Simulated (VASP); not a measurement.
The system is BeSe.

```
Be Se
1.0
     0.00000    2.52123    2.52123
     2.52123    0.00000    2.52123
     2.52123    2.52123    0.00000
Be Se
1 1
Direct
  0.00000 0.00000 0.00000
  0.25000 0.25000 0.25000
```

The cell was built by a generator and needn't be a form met in nature.

```yaml
Program: VASP 6.6.1
Task: relaxation of cell and atoms
Functional: PBE
Potentials_or_basis: VASP PAW PBE potentials, release 64 (Be, Se)
Cutoff: 600 eV
k_mesh: 6 × 6 × 6
Occupations: fermi-dirac, width 0.1 eV
Spin: no spin polarisation
```

At the start: pressure 7.3 GPa; volume 16.03 Å³/atom.

**Question.** Where does the relaxation end?

**Answer.** Over 3 steps the energy falls by 29.1 meV/atom and the volume is 17.40 Å³/atom (+8.6 %); space group F-43m (No. 216, to 0.05 Å).

Step by step:
```tsv
step	energy change (eV)	largest force (eV/Å)	pressure (GPa)	volume (Å³)
1	0.0000	0.0000	7.26	32.05
2	-0.0547	0.0000	-1.51	35.54
3	-0.0582	0.0000	0.04	34.79
```

Final structure:
```cif
data_structure
_symmetry_space_group_name_H-M 'P 1'
_symmetry_Int_Tables_number 1
_cell_length_a 3.6644
_cell_length_b 3.6644
_cell_length_c 3.6644
_cell_angle_alpha 60.000
_cell_angle_beta 60.000
_cell_angle_gamma 60.000
_cell_volume 34.79
loop_
_atom_site_label
_atom_site_type_symbol
_atom_site_fract_x
_atom_site_fract_y
_atom_site_fract_z
_atom_site_occupancy
Be1 Be 0.00000 0.00000 0.00000 1
Se1 Se 0.25000 0.25000 0.25000 1
```
